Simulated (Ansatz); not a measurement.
# InP: a line through a two-coordinate scan

How does the energy of InP (Fm-3m, No. 225; 2 atoms in the cell) vary with strain +e along z and -e/2 along x and y, at strain +e along x and -e along y = 0.00 %?

Program: Ansatz 0.2.0. Level of theory: DFT PBE, scalar-relativistic, plane waves, PAW. These are calculated values, not measurements.

### 1 The starting structure

It takes space group Fm-3m (No. 225, cubic). The conventional cell has a = 5.540 Å, b = 5.540 Å, c = 5.540 Å, α = 90.00°, β = 90.00°, γ = 90.00°. Around In (site symmetry m-3m) lie 6 P at 2.77 Å. P (site symmetry m-3m) has 6 In at 2.77 Å as nearest neighbours.

Structure file:

```cif
data_structure
_symmetry_space_group_name_H-M 'Fm-3m'
_symmetry_Int_Tables_number 225
_cell_length_a 5.5403
_cell_length_b 5.5403
_cell_length_c 5.5403
_cell_angle_alpha 90.000
_cell_angle_beta 90.000
_cell_angle_gamma 90.000
_cell_volume 170.06
loop_
_atom_site_label
_atom_site_type_symbol
_atom_site_symmetry_multiplicity
_atom_site_Wyckoff_symbol
_atom_site_fract_x
_atom_site_fract_y
_atom_site_fract_z
_atom_site_occupancy
In1 In 4 a 0.00000 0.00000 0.00000 1
P1 P 4 b 0.50000 0.00000 0.00000 1
```

This cell was relaxed beforehand with the same method: volume 21.26 Å³/atom, gap on the mesh none (metal).

### 2 What is varied

The energy is mapped over two homogeneous strains (x along [1 0 0], y along [0 1 0], z along [0 0 1] of the conventional cell).

- strain +e along x and -e along y: 7 values from −4.00 to 4.00 %
- strain +e along z and -e/2 along x and y: 7 values from −4.00 to 4.00 %

Nothing else is relaxed (symmetry fixes all fractional coordinates). Energies count from the relaxed crystal. Points are written as (first, second).

### 3 Point (0.00 %, −4.00 %)

File input.yaml:

```yaml
crystal:
  lattice:
    - [0.0, 2.8255636229, 2.659353998]
    - [2.8255636229, 0.0, 2.659353998]
    - [2.8255636229, 2.8255636229, 0.0]
  atoms:
    - { symbol: In, position: [0.0, 0.0, 0.0] }
    - { symbol: P, position: [0.5, 0.5, 0.5] }
basis:
  ecutwfc: 420
kpoints:
  mp_grid: { grid: [18, 18, 18] }
hamiltonian:
  xc: pbe
scf:
  occupations: { method: gaussian, width: 0.15 }
output:
  forces: true
  stress: true
  eigenvalues: true
```

Launch:

```bash
$ ansatz run input.yaml --threads 1 --pin off --max-ram 2048MiB --backend cpu --events-out ev --progress --plain --runs-dir out
```

Output, shortened:

```text
Warning: RAYON_NUM_THREADS=1 ignored (pool sized by the plan → 1); use --threads N
[...]
Pseudopotentials: kind: paw
Pseudopotential: In, paw, valence charge 13, recommended cutoff 420 eV (normal), In.paw.azcp
Pseudopotential: P, paw, valence charge 5, recommended cutoff 420 eV (normal), P.paw.azcp
Functional definition: PBE
[...]
Crystal: 2 atoms, lattice volume = 42.464 Å³
Basis set: ecut = 420 eV, 829 PW (Γ), exchange–correlation on 54×54×54 points (8 copies of the dense FFT grid, shifted against one another)
Bands: 13, of which v1, the nominal top of the filled ones, is band 9 counted from 1 (8 counted from 0)
Symmetry: 16 space group operations
Space group: I4/mmm (ITA 139), of the structure as read, at distance tolerance 3.5e-5 Å
k-points: 480 of 5832
[...]
SCF iter   1: F=—  HF=-6353.486669 eV  |F-HF|=—  |Δ(HF+E_count)|=         —  Δρ=2.65e-3  dr2=6.19e-3  ethr=1.77e-3  ⟨swp⟩=5.7  Hψ=38435  notcnv=0
[...]
SCF iter   7: F=-6353.483983 eV  HF=-6353.483983 eV  |F-HF|=3.77e-9  |Δ(HF+E_count)|=   3.33e-8  Δρ=3.46e-6  dr2=5.59e-9  ethr=5.56e-10  ⟨swp⟩=6.8  Hψ=31439  notcnv=0
[...]
SCF converged after 7 iterations
Free energy (F): -6353.483983 eV
[...]
E sigma→0 (E₀):  -6353.477002 eV
Entropy (-TS):   -0.013963 eV (-6.981 meV/atom)
Fermi energy:    9.191109 eV
[...]
--- Forces (eV/Å), atoms counted from 1 ---
  atom   1  In     0.00000000     0.00000000     0.00000000
  atom   2  P      0.00000000     0.00000000     0.00000000
[...]
--- Stress (GPa, compression-positive) ---
       -1.805861       0.000000       0.000000
        0.000000      -1.805861       0.000000
        0.000000       0.000000       5.520644
  P = ⅓ Tr σ = 0.6363 GPa (6.363 kbar)
--- Band table (eV; the first three rows and the last of 480) ---
  k-point 0: bands = ["-5.0736", "-5.0349", "-5.0344", "-5.0344", "-4.9992", "-2.8205", "8.5030", "9.0923", "9.0923", "9.7452", "16.1523", "16.1523", "16.5749"]
[...]
```

Run time: 7.7 s. Hardware: 1 thread of Intel Xeon 6975P-C (Granite Rapids), shared host; peak memory 0.57 GiB.

On the map this point reads 19.2 meV/atom.

### 4 The run at (0.00 %, −2.67 %)

input.yaml: that of step 3 with these lines changed.

```diff
@@ -2,5 +2,5 @@
   lattice:
-    - [0.0, 2.8255636229, 2.659353998]
-    - [2.8255636229, 0.0, 2.659353998]
-    - [2.8255636229, 2.8255636229, 0.0]
+    - [0.0, 2.8071420561, 2.6961971315]
+    - [2.8071420561, 0.0, 2.6961971315]
+    - [2.8071420561, 2.8071420561, 0.0]
   atoms:
@@ -20 +20,5 @@
   eigenvalues: true
+  write_density: true
+  write_potential: true
+  elf: true
+  volumetric_format: npy
```

Launch:

```bash
$ ansatz run input.yaml --threads 1 --pin off --max-ram 2048MiB --backend cpu --events-out ev --progress --plain --runs-dir out
```

Output, shortened:

```text
Warning: RAYON_NUM_THREADS=1 ignored (pool sized by the plan → 1); use --threads N
[...]
[... 4 set-up lines as earlier in the session ...]
[...]
Crystal: 2 atoms, lattice volume = 42.492 Å³
Basis set: ecut = 420 eV, 845 PW (Γ), exchange–correlation on 54×54×54 points (8 copies of the dense FFT grid, shifted against one another)
Bands: 13, of which v1, the nominal top of the filled ones, is band 9 counted from 1 (8 counted from 0)
[... 2 set-up lines as earlier in the session ...]
k-points: 480 of 5832
[...]
SCF iter   1: F=—  HF=-6353.508346 eV  |F-HF|=—  |Δ(HF+E_count)|=         —  Δρ=2.65e-3  dr2=6.23e-3  ethr=1.77e-3  ⟨swp⟩=5.7  Hψ=38220  notcnv=0
[...]
SCF iter   7: F=-6353.505680 eV  HF=-6353.505680 eV  |F-HF|=3.21e-9  |Δ(HF+E_count)|=   2.99e-8  Δρ=3.13e-6  dr2=4.81e-9  ethr=5.56e-10  ⟨swp⟩=10.6  Hψ=46376  notcnv=0
[...]
SCF converged after 7 iterations
Free energy (F): -6353.505680 eV
[...]
E sigma→0 (E₀):  -6353.498701 eV
Entropy (-TS):   -0.013959 eV (-6.979 meV/atom)
Fermi energy:    9.182013 eV
[...]
--- Forces (eV/Å), atoms counted from 1 ---
  atom   1  In     0.00000000     0.00000000     0.00000000
  atom   2  P      0.00000000    -0.00000000    -0.00000000
[...]
--- Stress (GPa, compression-positive) ---
       -1.307900       0.000000       0.000000
        0.000000      -1.307900       0.000000
        0.000000       0.000000       3.448660
  P = ⅓ Tr σ = 0.2776 GPa (2.776 kbar)
--- Band table (eV; the first three rows and the last of 480) ---
  k-point 0: bands = ["-5.0575", "-5.0376", "-5.0307", "-5.0307", "-5.0074", "-2.8264", "8.6334", "9.0213", "9.0213", "9.7116", "16.1753", "16.1753", "16.4590"]
[...]
```

Wall time 9.9 s (1 thread of Intel Xeon 6975P-C (Granite Rapids), shared host); peak memory 0.56 GiB.

Axes a, b and c in the maps are those of this run's conventional cell (a, b, c = 3.970, 3.970, 5.392 Å).

Density in a lattice plane of the grid's cell (edges 3.97 and 5.39 Å, at 0.000 of the third edge), which holds In and P.

Ten even steps from '0' (0.03 e/Å³) to '9' (13.07 e/Å³):
```
763100000000000136
321000000000000012
000000000000000000
000000000000000000
000000000000000000
000000000000000000
000000000000000000
000000000000000000
000000000000000000
000000000000000000
000000000000000000
000000000000000000
000000000000000000
000000000000000000
000000000000000000
000000000000000000
000000000000000000
321000000000000012
763100000000000136
984200000000000248
```
Columns run along the first of these edges and rows up along the second, over one cell in 18 and 20 even steps from the bottom left corner. Atoms in the plane (fractional): In at (0.00, 0.00), P at (0.00, 0.50).

ELF in the same plane.

Values, 12 rows by 8 columns:
```
0.05 0.18 0.21 0.15 0.09 0.15 0.21 0.18
0.24 0.22 0.18 0.09 0.04 0.09 0.18 0.22
0.47 0.42 0.23 0.06 0.02 0.06 0.23 0.42
0.84 0.78 0.54 0.15 0.04 0.15 0.54 0.78
0.28 0.68 0.75 0.31 0.09 0.31 0.75 0.68
0.03 0.36 0.80 0.39 0.11 0.39 0.80 0.36
0.28 0.68 0.75 0.31 0.09 0.31 0.75 0.68
0.84 0.78 0.54 0.15 0.04 0.15 0.54 0.78
0.47 0.42 0.23 0.06 0.02 0.06 0.23 0.42
0.24 0.22 0.18 0.09 0.04 0.09 0.18 0.22
0.05 0.18 0.21 0.15 0.09 0.15 0.21 0.18
0.00 0.07 0.24 0.17 0.11 0.17 0.24 0.07
```
Columns run along the first of these edges and rows up along the second, over one cell in 8 and 12 even steps from the bottom left corner. Atoms in the plane (fractional): In at (0.00, 0.00), P at (0.00, 0.50).

Both are smooth fields of the valence electrons: close to the nuclei they are not physical.

Maxima of ELF outside the ion cores: 0.86 in the shell around P, 0.8 Å from P.

On the map this point reads 8.3 meV/atom.

### 5 Point (0.00 %, −1.33 %)

input.yaml: that of step 4 with these lines changed.

```diff
@@ -2,5 +2,5 @@
   lattice:
-    - [0.0, 2.8071420561, 2.6961971315]
-    - [2.8071420561, 0.0, 2.6961971315]
-    - [2.8071420561, 2.8071420561, 0.0]
+    - [0.0, 2.7885819814, 2.7333172811]
+    - [2.7885819814, 0.0, 2.7333172811]
+    - [2.7885819814, 2.7885819814, 0.0]
   atoms:
```

Launch:

```bash
$ ansatz run input.yaml --threads 1 --pin off --max-ram 2048MiB --backend cpu --events-out ev --progress --plain --runs-dir out
```

Output, shortened:

```text
[...]
SCF converged after 7 iterations
Free energy (F): -6353.518339 eV
[...]
E sigma→0 (E₀):  -6353.511444 eV
Entropy (-TS):   -0.013790 eV (-6.895 meV/atom)
Fermi energy:    9.173922 eV
[...]
--- Forces (eV/Å), atoms counted from 1 ---
  atom   1  In     0.00000000     0.00000000     0.00000000
  atom   2  P      0.00000000     0.00000000    -0.00000000
[...]
--- Stress (GPa, compression-positive) ---
       -0.693483       0.000000       0.000000
        0.000000      -0.693483       0.000000
        0.000000       0.000000       1.599136
  P = ⅓ Tr σ = 0.0707 GPa (0.707 kbar)
--- Band table (eV; the first three rows and the last of 480) ---
  k-point 0: bands = ["-5.0462", "-5.0390", "-5.0258", "-5.0258", "-5.0143", "-2.8302", "8.7623", "8.9523", "8.9523", "9.6912", "16.2084", "16.2084", "16.3505"]
[...]
```

It took 9.8 s on 1 thread of Intel Xeon 6975P-C (Granite Rapids), shared host; peak memory 0.56 GiB.

Axes a, b and c in the maps are those of this run's conventional cell (a, b, c = 3.944, 3.944, 5.467 Å).

Density in a lattice plane of the grid's cell (edges 3.94 and 5.47 Å, at 0.000 of the third edge), which holds In and P.

Ten even steps from '0' (0.03 e/Å³) to '9' (13.07 e/Å³):
```
753100000000000135
321000000000000012
000000000000000000
000000000000000000
000000000000000000
000000000000000000
000000000000000000
000000000000000000
000000000000000000
000000000000000000
000000000000000000
000000000000000000
000000000000000000
000000000000000000
000000000000000000
000000000000000000
000000000000000000
321000000000000012
753100000000000135
984200000000000248
```
Columns run along the first of these edges and rows up along the second, over one cell in 18 and 20 even steps from the bottom left corner. Atoms in the plane (fractional): In at (0.00, 0.00), P at (0.00, 0.50).

ELF in the same plane.

Values, 12 rows by 8 columns:
```
0.05 0.19 0.21 0.15 0.09 0.15 0.21 0.19
0.24 0.22 0.18 0.09 0.04 0.09 0.18 0.22
0.46 0.41 0.22 0.06 0.02 0.06 0.22 0.41
0.84 0.78 0.54 0.15 0.04 0.15 0.54 0.78
0.29 0.69 0.75 0.32 0.09 0.32 0.75 0.69
0.03 0.35 0.80 0.39 0.11 0.39 0.80 0.35
0.29 0.69 0.75 0.32 0.09 0.32 0.75 0.69
0.84 0.78 0.54 0.15 0.04 0.15 0.54 0.78
0.46 0.41 0.22 0.06 0.02 0.06 0.22 0.41
0.24 0.22 0.18 0.09 0.04 0.09 0.18 0.22
0.05 0.19 0.21 0.15 0.09 0.15 0.21 0.19
0.00 0.07 0.24 0.17 0.11 0.17 0.24 0.07
```
Columns run along the first of these edges and rows up along the second, over one cell in 8 and 12 even steps from the bottom left corner. Atoms in the plane (fractional): In at (0.00, 0.00), P at (0.00, 0.50).

Both are smooth fields of the valence electrons: close to the nuclei they are not physical.

The highest ELF values outside the cores: 0.85 in the shell around P, 0.8 Å from P.

Energy on the map's scale: 2.0 meV/atom.

### 6 Point (0.00 %, 1.33 %)

File input.yaml:

```yaml
crystal:
  lattice:
    - [0.0, 2.7517388478, 2.8070035481]
    - [2.7517388478, 0.0, 2.8070035481]
    - [2.7517388478, 2.7517388478, 0.0]
  atoms:
    - { symbol: In, position: [0.0, 0.0, 0.0] }
    - { symbol: P, position: [0.5, 0.5, 0.5] }
basis:
  ecutwfc: 420
kpoints:
  mp_grid: { grid: [18, 18, 18] }
hamiltonian:
  xc: pbe
scf:
  occupations: { method: gaussian, width: 0.15 }
output:
  forces: true
  stress: true
  eigenvalues: true
```

Launch:

```bash
$ ansatz run input.yaml --threads 1 --pin off --max-ram 2048MiB --backend cpu --events-out ev --progress --plain --runs-dir out
```

Output, shortened:

```text
[...]
SCF converged after 7 iterations
Free energy (F): -6353.518672 eV
[...]
E sigma→0 (E₀):  -6353.511790 eV
Entropy (-TS):   -0.013765 eV (-6.883 meV/atom)
Fermi energy:    9.174012 eV
[...]
--- Forces (eV/Å), atoms counted from 1 ---
  atom   1  In     0.00000000     0.00000000    -0.00000000
  atom   2  P     -0.00000000    -0.00000000     0.00000000
[...]
--- Stress (GPa, compression-positive) ---
        0.748352       0.000000      -0.000000
        0.000000       0.748352      -0.000000
       -0.000000      -0.000000      -1.294069
  P = ⅓ Tr σ = 0.0675 GPa (0.675 kbar)
--- Band table (eV; the first three rows and the last of 480) ---
  k-point 0: bands = ["-5.0435", "-5.0414", "-5.0295", "-5.0180", "-5.0180", "-2.8304", "8.8282", "8.8282", "9.0099", "9.6910", "16.1601", "16.3035", "16.3035"]
[...]
```

Run time: 7.8 s. Hardware: 1 thread of Intel Xeon 6975P-C (Granite Rapids), shared host; peak memory 0.57 GiB.

Energy on the map's scale: 1.8 meV/atom.

### 7 Grid point (0.00 %, 2.67 %)

input.yaml: that of step 6 with these lines changed.

```diff
@@ -2,5 +2,5 @@
   lattice:
-    - [0.0, 2.7517388478, 2.8070035481]
-    - [2.7517388478, 0.0, 2.8070035481]
-    - [2.7517388478, 2.7517388478, 0.0]
+    - [0.0, 2.7331787731, 2.8441236977]
+    - [2.7331787731, 0.0, 2.8441236977]
+    - [2.7331787731, 2.7331787731, 0.0]
   atoms:
```

Launch:

```bash
$ ansatz run input.yaml --threads 1 --pin off --max-ram 2048MiB --backend cpu --events-out ev --progress --plain --runs-dir out
```

Output, shortened:

```text
Warning: RAYON_NUM_THREADS=1 ignored (pool sized by the plan → 1); use --threads N
[...]
[... 4 set-up lines as earlier in the session ...]
[...]
Crystal: 2 atoms, lattice volume = 42.493 Å³
Basis set: ecut = 420 eV, 853 PW (Γ), exchange–correlation on 54×54×54 points (8 copies of the dense FFT grid, shifted against one another)
Bands: 13, of which v1, the nominal top of the filled ones, is band 9 counted from 1 (8 counted from 0)
[... 2 set-up lines as earlier in the session ...]
k-points: 480 of 5832
[...]
SCF iter   1: F=—  HF=-6353.510835 eV  |F-HF|=—  |Δ(HF+E_count)|=         —  Δρ=2.64e-3  dr2=6.19e-3  ethr=1.77e-3  ⟨swp⟩=5.7  Hψ=38267  notcnv=0
[...]
SCF iter   7: F=-6353.508185 eV  HF=-6353.508185 eV  |F-HF|=3.22e-9  |Δ(HF+E_count)|=   3.15e-8  Δρ=3.12e-6  dr2=4.85e-9  ethr=5.56e-10  ⟨swp⟩=6.8  Hψ=31297  notcnv=0
[...]
SCF converged after 7 iterations
Free energy (F): -6353.508185 eV
[...]
E sigma→0 (E₀):  -6353.501400 eV
Entropy (-TS):   -0.013571 eV (-6.786 meV/atom)
Fermi energy:    9.183487 eV
[...]
--- Forces (eV/Å), atoms counted from 1 ---
  atom   1  In     0.00000000     0.00000000    -0.00000000
  atom   2  P     -0.00000000     0.00000000     0.00000000
[...]
--- Stress (GPa, compression-positive) ---
        1.547028       0.000000       0.000000
        0.000000       1.547028      -0.000000
        0.000000       0.000000      -2.335085
  P = ⅓ Tr σ = 0.2530 GPa (2.530 kbar)
--- Band table (eV; the first three rows and the last of 480) ---
  k-point 0: bands = ["-5.0466", "-5.0461", "-5.0376", "-5.0147", "-5.0147", "-2.8276", "8.7728", "8.7728", "9.1270", "9.7105", "16.0766", "16.3654", "16.3654"]
[...]
```

Run time: 7.8 s. Hardware: 1 thread of Intel Xeon 6975P-C (Granite Rapids), shared host; peak memory 0.57 GiB.

That is 7.1 meV/atom from the zero.

### 8 Point (0.00 %, 4.00 %)

input.yaml: that of step 7 with these lines changed.

```diff
@@ -2,5 +2,5 @@
   lattice:
-    - [0.0, 2.7331787731, 2.8441236977]
-    - [2.7331787731, 0.0, 2.8441236977]
-    - [2.7331787731, 2.7331787731, 0.0]
+    - [0.0, 2.7147572063, 2.8809668312]
+    - [2.7147572063, 0.0, 2.8809668312]
+    - [2.7147572063, 2.7147572063, 0.0]
   atoms:
```

Launch:

```bash
$ ansatz run input.yaml --threads 1 --pin off --max-ram 2048MiB --backend cpu --events-out ev --progress --plain --runs-dir out
```

Output, shortened:

```text
Warning: RAYON_NUM_THREADS=1 ignored (pool sized by the plan → 1); use --threads N
[...]
[... 4 set-up lines as earlier in the session ...]
[...]
Crystal: 2 atoms, lattice volume = 42.465 Å³
Basis set: ecut = 420 eV, 853 PW (Γ), exchange–correlation on 54×54×54 points (8 copies of the dense FFT grid, shifted against one another)
Bands: 13, of which v1, the nominal top of the filled ones, is band 9 counted from 1 (8 counted from 0)
[... 2 set-up lines as earlier in the session ...]
k-points: 480 of 5832
[...]
SCF iter   1: F=—  HF=-6353.494247 eV  |F-HF|=—  |Δ(HF+E_count)|=         —  Δρ=2.62e-3  dr2=6.07e-3  ethr=1.77e-3  ⟨swp⟩=5.7  Hψ=38409  notcnv=0
[...]
SCF iter   7: F=-6353.491631 eV  HF=-6353.491631 eV  |F-HF|=3.50e-9  |Δ(HF+E_count)|=   3.42e-8  Δρ=3.29e-6  dr2=5.14e-9  ethr=5.56e-10  ⟨swp⟩=6.7  Hψ=31331  notcnv=0
[...]
SCF converged after 7 iterations
Free energy (F): -6353.491631 eV
[...]
E sigma→0 (E₀):  -6353.484929 eV
Entropy (-TS):   -0.013403 eV (-6.702 meV/atom)
Fermi energy:    9.195910 eV
[...]
--- Forces (eV/Å), atoms counted from 1 ---
  atom   1  In     0.00000000     0.00000000     0.00000000
  atom   2  P      0.00000000     0.00000000     0.00000000
[...]
--- Stress (GPa, compression-positive) ---
        2.437256       0.000000       0.000000
        0.000000       2.437256       0.000000
        0.000000       0.000000      -3.167057
  P = ⅓ Tr σ = 0.5692 GPa (5.692 kbar)
--- Band table (eV; the first three rows and the last of 480) ---
  k-point 0: bands = ["-5.0544", "-5.0471", "-5.0440", "-5.0099", "-5.0099", "-2.8240", "8.7221", "8.7221", "9.2344", "9.7421", "16.0017", "16.4353", "16.4353"]
[...]
```

It took 7.9 s on 1 thread of Intel Xeon 6975P-C (Granite Rapids), shared host; peak memory 0.55 GiB.

On the map this point reads 15.4 meV/atom.

### 9 Results

```
strain +e along z and -e/2 along x and y (%)  step  energy (meV/atom)  slope (meV/atom per %)  pressure (GPa)
                                       −4.00     3               19.2                   −10.0            0.64
                                       −2.67     4                8.3                    −6.4            0.28
                                       −1.33     5                2.0                    −3.1            0.07
                                        0.00     –                0.0                     0.0            0.01
                                        1.33     6                1.8                     2.7            0.07
                                        2.67     7                7.1                     5.1            0.25
                                        4.00     8               15.4                     7.3            0.57
```

Energies count from the relaxed crystal. Rows without a step come from runs not printed here or follow by symmetry. Slopes come from the forces (and the stress, where the cell changes), not from differences of energies.

**Reading.** Along the line the energy is lowest at 0.00 %, 0.0 meV/atom from the zero. Energies and slopes round the minimum, fitted together, put the minimum at 0.000 %, with a curvature of about 2.2 meV/atom per %². Divided by the reference volume, that is a stiffness of about 160 GPa for this pattern of strain. The highest point computed, at −4.00 %, lies 19.2 meV/atom above the lowest. This is one cut through a surface in two coordinates; it holds the lowest point sampled, which need not be a minimum.
